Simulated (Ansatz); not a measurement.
## Ge under changes of volume

One of the cells (18.253 Å³/atom); the others are scaled copies at fixed shape and fractional positions:

```
Ge
1.0
     1.48805   -2.59469    0.00000
     1.48805    2.59469    0.00000
     0.00000    0.00000    4.72760
Ge
2
Direct
  0.33345 0.66655 0.25000
  0.66655 0.33345 0.75000
```

This isn't the form of Ge at room conditions, which is diamond.

```yaml
Program: Ansatz 0.2.0
Functional: LDA
Potentials_or_basis: all-electron LAPW, scalar-relativistic
Cutoff: 200 eV (chosen from the basis error)
Basis_error_allowed: 0.001 eV/atom
k_mesh: 10 × 10 × 6
Occupations: fermi-dirac, width 0.05 eV
Spin: no spin polarisation
```

| volume (Å³/atom) | energy over the lowest point (meV/atom) | pressure (GPa) | largest force (eV/Å) |
| --- | --- | --- | --- |
| 17.158 | 10.14 | 4.1 | 0.001 |
| 17.523 | ? | ? | ? |
| 17.888 | 0.00 | 0.4 | 0.000 |
| 18.253 | 0.89 | -1.2 | 0.000 |
| 18.618 | 5.22 | -2.6 | 0.001 |
| 18.984 | 12.64 | -3.9 | 0.001 |
| 19.349 | 22.85 | -5.0 | 0.002 |

**Question.** What does the run at 17.523 Å³/atom give?

**Answer.** Energy over the lowest point 2.94 meV/atom; pressure 2.2 GPa; largest force 0.001 eV/Å.

Worked out: A Birch-Murnaghan fit of order 3 (a polynomial in V^(-2/3)) to the other rows has its minimum at 17.98 Å³/atom with B0 = V·E''(V) = 80 GPa and B' = 4.3 at fixed shape and positions, which overstates the stiffness. It gives 2.94 meV/atom at 17.523 Å³/atom, against the run's 2.94, and -dE/dV = 2.2 GPa, against 2.2.

Energies are extrapolated to zero smearing.
